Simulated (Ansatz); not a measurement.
Cu Kα1 powder pattern (kinematic, no thermal factors).
```
2θ (°)  relative intensity  assignment
 31.79                 100       1 1 1
 36.87                  51       2 0 0
 53.13                  37       2 2 0
 63.25                  44       3 1 1
 66.42                  13       2 2 2
 78.46                   6       4 0 0
 87.13                  19       3 3 1
 90.00                  18       4 2 0
```

The pattern is computed from a structure relaxed with DFT PBE, scalar-relativistic, plane waves, PAW (Ansatz 0.2.0). No spin polarisation. Its elements are Lu.

Task: Give the structure.

Result: Lu.
Space group Fm-3m (No. 225). a = 4.872 Å, b = 4.872 Å, c = 4.872 Å, α = 90.00°, β = 90.00°, γ = 90.00°
```json
{"atom": "Lu", "site": "4a", "symmetry": "m-3m", "x": "0.0000", "y": "0.0000", "z": "0.0000"}
```

A pattern alone doesn't exclude other cells with like lines; this is the one computed.

The cell was found from a structure generator's guess, not taken from experiment.
